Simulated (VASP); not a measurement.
# InP (F-43m) in VASP: notebook

Runs on InP. Level: PBEsol. Tasks: relaxation of cell and atoms.

All numbers are computed with VASP 6.6.1; they aren't measurements. Logs are shortened: lines on timing, memory, paths and dates and some standing lists are left out, and cuts for length are marked.

### 1 The crystal as given

It takes space group F-43m (No. 216, cubic). The conventional cell has a = 5.861 Å, b = 5.861 Å, c = 5.861 Å, α = 90.00°, β = 90.00°, γ = 90.00°. In (site symmetry -43m) has 4 P at 2.54 Å as nearest neighbours. P (site symmetry -43m) is surrounded by 4 In at 2.54 Å.

The cell was built by a generator and needn't be a form met in nature.

### 2 Relaxation of cell and atoms, PBEsol

Input file INCAR:

```
PREC     = Accurate       # precision mode
ENCUT    = 600            # plane-wave cutoff, eV
EDIFF    = 1E-6           # SCF threshold, eV
ISMEAR   = 0              # smearing method
SIGMA    = 0.03           # smearing width, eV
LREAL    = False          # projectors in reciprocal space
LASPH    = True           # aspherical terms in the spheres
NELM     = 80             # most SCF steps
ALGO     = Normal         # electronic algorithm
ISIF     = 3              # what is computed and relaxed
LWAVE    = False          # write WAVECAR
LCHARG   = False          # write CHGCAR
GGA      = PS             # functional
IBRION   = 2              # ionic algorithm
NSW      = 90             # ionic steps
EDIFFG   = -0.01          # ionic threshold
```

Input file KPOINTS:

```
regular mesh
0
Gamma
  8 8 8
```

Input file POSCAR:

```
InP
1.0
    0.0000000000      2.9305000000      2.9305000000
    2.9305000000      0.0000000000      2.9305000000
    2.9305000000      2.9305000000      0.0000000000
In P
1 1
Direct
    0.0000000000      0.0000000000      0.0000000000
    0.2500000000      0.2500000000      0.2500000000
```

Potentials or basis: VASP PAW PBE potentials, release 64 (In_d, P).

The run is started by

```sh
cat potpaw_PBE.64/In_d/POTCAR potpaw_PBE.64/P/POTCAR > POTCAR
mpirun -np 1 vasp_std > vasp.out
```

OUTCAR:

```text
PREC = Accurate
   ENCUT = 600
   EDIFF = 1E-6
   ISMEAR = 0
   LREAL = False
   LASPH = True
   NELM = 80
   ISIF = 3
   GGA = PS
   IBRION = 2
   NSW = 90
   EDIFFG = -0.01

 ion  position               nearest neighbor table
   1  0.000  0.000  0.000-   2 2.54   2 2.54   2 2.54   2 2.54
   2  0.250  0.250  0.250-   1 2.54   1 2.54   1 2.54   1 2.54

  LATTYP: Found a face centered cubic cell.
 ALAT       =     5.8610000000

  Lattice vectors:

 A1 = (   0.0000000000,   2.9305000000,   2.9305000000)
 A2 = (   2.9305000000,   0.0000000000,   2.9305000000)
 A3 = (   2.9305000000,   2.9305000000,   0.0000000000)

Analysis of symmetry for initial positions (statically):
=====================================================================
 Subroutine PRICEL returns:
 Original cell was already a primitive cell.

 Routine SETGRP: Setting up the symmetry group for a
 face centered cubic supercell.

 Subroutine GETGRP returns: Found 24 space group operations
 (whereof 24 operations were pure point group operations)
 out of a pool of 48 trial point group operations.

The static configuration has the point symmetry T_d .

Analysis of symmetry for dynamics (positions and initial velocities):
=====================================================================
 Subroutine PRICEL returns:
 Original cell was already a primitive cell.

 Routine SETGRP: Setting up the symmetry group for a
 face centered cubic supercell.

 Subroutine GETGRP returns: Found 24 space group operations
 (whereof 24 operations were pure point group operations)
 out of a pool of 48 trial point group operations.

The dynamic configuration has the point symmetry T_d .

 Subroutine INISYM returns: Found 24 space group operations
 (whereof 24 operations are pure point group operations),
 and found     1 'primitive' translations

----------------------------------------------------------------------------------------

                                     Primitive cell

  volume of cell :      50.3333

  direct lattice vectors                    reciprocal lattice vectors
     0.000000000  2.930500000  2.930500000    -0.170619348  0.170619348  0.170619348
     2.930500000  0.000000000  2.930500000     0.170619348 -0.170619348  0.170619348
     2.930500000  2.930500000  0.000000000     0.170619348  0.170619348 -0.170619348

  length of vectors
     4.144352845  4.144352845  4.144352845     0.295521380  0.295521380  0.295521380

[... 104 lines left out ...]
   LORBIT       =      0    0 simple, 1 ext, 2 COOP (PROOUT), +10 PAW based schemes
   GGA     = PS    functional components
   LHFCALC =     F    Hartree Fock is set to
   AEXX    =    0.0000 exact exchange contribution
   IVDW    =     0    specifies the selected vdW correction
   LEPSILON=     F    determine dielectric tensor
   LRPA    =     F    only Hartree local field effects (RPA)
 conjugate gradient relaxation of ions
 non-spin polarized calculation
 Gauss-broadening in eV      SIGMA  =   0.03
  energy-cutoff  :      600.00
  volume of cell :       50.33
 maximum number of plane-waves:      1700
 NGX is ok and might be reduce to    36
   NGX = 17   NGY = 17   NGZ = 17

--------------------------------------- Ionic step        1  -------------------------------------------

 number of electron      17.9999998 magnetization

 Free energy of the ion-electron system (eV)
  ---------------------------------------------------
  ext. energy  EPLUGINS =         0.00000000
  ---------------------------------------------------
  free energy    TOTEN  =        -9.15420227 eV

  energy without entropy =       -9.15420227  energy(sigma->0) =       -9.15420227

------------------------ aborting loop because EDIFF is reached ----------------------------------------

  FORCE on cell =-STRESS in cart. coord.  units (eV):
  Direction    XX          YY          ZZ          XY          YZ          ZX
  --------------------------------------------------------------------------------------
  -------------------------------------------------------------------------------------
  Total        0.1927368      0.1927368      0.1927368      0.0000000      0.0000000      0.0000000
  in kB        6.1350783      6.1350783      6.1350783      0.0000000      0.0000000      0.0000000
  external PRESSURE =       6.1350783 kB  Pullay stress =       0.0000000 kB
[... 59 lines left out ...]
--------------------------------------- Ionic step        3  -------------------------------------------

 number of electron      17.9999998 magnetization

 Free energy of the ion-electron system (eV)
  ---------------------------------------------------
  ext. energy  EPLUGINS =         0.00000000
  ---------------------------------------------------
  free energy    TOTEN  =        -9.15507187 eV

  energy without entropy =       -9.15507187  energy(sigma->0) =       -9.15507187

 E-fermi :   5.1924     XC(G=0):  -9.4390

 val. band max:        4.9938460224   @ k =   0.0000   0.0000   0.0000
 cond. band min:       5.5600274206   @ k =   0.0000   0.0000   0.0000
 fundamental gap:      0.5661813982
 Fermi energy:         5.1923669079

 k-point     1 :       0.0000    0.0000    0.0000
  band No.  band energies     occupation
      1      -9.1376      2.00000
      2      -9.1376      2.00000
      3      -9.1376      2.00000
      4      -8.9876      2.00000
      5      -8.9876      2.00000
      6      -6.4923      2.00000
      7       4.9938      2.00000
      8       4.9938      2.00000
      9       4.9938      2.00000
     10       5.5600      0.00000
     11       9.0098      0.00000
     12       9.0098      0.00000
     13       9.0098      0.00000
[... 354 lines left out ...]
  band No.  band energies     occupation
      1      -9.2687      2.00000
      2      -9.0900      2.00000
      3      -9.0701      2.00000
      4      -8.9931      2.00000
      5      -8.9748      2.00000
      6      -4.4547      2.00000
      7      -0.5732      2.00000
      8       2.2830      2.00000
      9       3.3562      2.00000
     10       8.0707      0.00000
     11       9.0722      0.00000
     12      10.7919      0.00000
     13      12.1029      0.00000

 [... further k-points ...]

------------------------ aborting loop because EDIFF is reached ----------------------------------------

  FORCE on cell =-STRESS in cart. coord.  units (eV):
  Direction    XX          YY          ZZ          XY          YZ          ZX
  --------------------------------------------------------------------------------------
  -------------------------------------------------------------------------------------
  Total       -0.0027194     -0.0027194     -0.0027194      0.0000000      0.0000000     -0.0000000
  in kB       -0.0857854     -0.0857854     -0.0857854      0.0000000      0.0000000     -0.0000000
  external PRESSURE =      -0.0857854 kB  Pullay stress =       0.0000000 kB
[... 17 lines left out ...]
  FREE ENERGIE OF THE ION-ELECTRON SYSTEM (eV)
  ---------------------------------------------------
  free  energy   TOTEN  =        -9.1550718674 eV

  energy  without entropy=       -9.1550718674  energy(sigma->0) =       -9.15507187

 reached required accuracy - stopping structural energy minimisation
```

CONTCAR:

```text
InP
   1.00000000000000
    -0.0000000000000000    2.9393308162784306    2.9393308162784306
     2.9393308162784306    0.0000000000000000    2.9393308162784306
     2.9393308162784306    2.9393308162784306    0.0000000000000000
  In              P
     1     1
Direct
     0.0000000000000000    0.0000000000000000    0.0000000000000000
     0.2500000000000000    0.2500000000000000    0.2500000000000000

  0.00000000E+00  0.00000000E+00  0.00000000E+00
  0.00000000E+00  0.00000000E+00  0.00000000E+00
```

Wall time 24 s (1 thread of Intel Xeon 6975P-C (Granite Rapids), shared host); peak memory 0.22 GiB.

Results:

| Item | Value |
| --- | --- |
| Free energy | -9.1551 eV |
| Relaxed volume | 25.39 Å³/atom |
| Relaxed cell | a = 4.157 Å, b = 4.157 Å, c = 4.157 Å, α = 60.00°, β = 60.00°, γ = 60.00° |
| Space group after relaxing (to 0.05 Å) | F-43m (No. 216) |
| Energy gained by relaxing | 0.4 meV/atom |
| Ionic steps | 3 |
| Pressure after relaxing | 0.0 GPa |
| Band gap on the k mesh | 0.57 eV, direct |

The path:
```
step  energy change (eV)  largest force (eV/Å)  pressure (GPa)  volume (Å³)
   1              0.0000                0.0000            0.61        50.33
   2             -0.0006                0.0000           -0.30        51.04
   3             -0.0009                0.0000           -0.01        50.79
```

Final structure:
```
In P
1.0
     0.00000    2.93933    2.93933
     2.93933    0.00000    2.93933
     2.93933    2.93933    0.00000
In P
1 1
Direct
  0.00000 0.00000 0.00000
  0.25000 0.25000 0.25000
```

Caveat: the PAW data sets were made with another functional, which shifts forces and pressure a little; spin-orbit coupling is left out, which moves the levels of the heavy elements. As with any semilocal functional, this PBEsol gap is likely too small.

### 3 Relaxation of cell and atoms, PBEsol

This run uses another cell than the first one, of 25.39 Å³/atom, 1.009 times its volume.

Changes to INCAR since step 2:

```diff
@@ -2,3 +2,3 @@
 ENCUT    = 600            # plane-wave cutoff, eV
-EDIFF    = 1E-6           # SCF threshold, eV
+EDIFF    = 1E-7           # SCF threshold, eV
 ISMEAR   = 0              # smearing method
@@ -15,2 +15,2 @@
 NSW      = 90             # ionic steps
-EDIFFG   = -0.01          # ionic threshold
+EDIFFG   = -0.005         # ionic threshold
```

KPOINTS is that of step 2.

Input file POSCAR:

```
InP                                     
1.0
   -0.0000000000      2.9393308163      2.9393308163
    2.9393308163      0.0000000000      2.9393308163
    2.9393308163      2.9393308163      0.0000000000
  In              P             
     1     1
Direct
     0.0000000000000000    0.0000000000000000    0.0000000000000000
     0.2500000000000000    0.2500000000000000    0.2500000000000000
```

Potentials or basis: VASP PAW PBE potentials, release 64 (In_d, P).

The run is started by

```sh
cat potpaw_PBE.64/In_d/POTCAR potpaw_PBE.64/P/POTCAR > POTCAR
mpirun -np 1 vasp_std > vasp.out
```

It took 11 s on 1 thread of Intel Xeon 6975P-C (Granite Rapids), shared host; peak memory 0.2 GiB.

Results (log left out):

```
Free energy             : -9.1551 eV
Pressure after relaxing : 0.0 GPa
Band gap on the k mesh  : 0.57 eV, direct
```

Final structure:
```
In P
1.0
     0.00000    2.93933    2.93933
     2.93933    0.00000    2.93933
     2.93933    2.93933    0.00000
In P
1 1
Direct
  0.00000 0.00000 0.00000
  0.25000 0.25000 0.25000
```

Levels at points of the mesh, in eV from the valence-band top:
```tsv
k point	band 6	band 7	band 8	band 9	band 10	band 11	band 12	band 13
(0.00, 0.00, 0.00)	-11.49	0.00	0.00	0.00	0.57	4.02	4.02	4.02
(0.50, 0.00, 0.00)	-9.77	-5.75	-0.97	-0.97	1.38	4.73	4.73	6.93
(0.50, 0.50, 0.00)	-9.11	-5.78	-2.32	-2.32	1.65	2.17	9.04	9.47
```

Caveat: the relaxation stopped at its first step, so nothing moved; the PAW data sets were made with another functional, which shifts forces and pressure a little; spin-orbit coupling is left out, which moves the levels of the heavy elements.

[end of part 1 of 2]
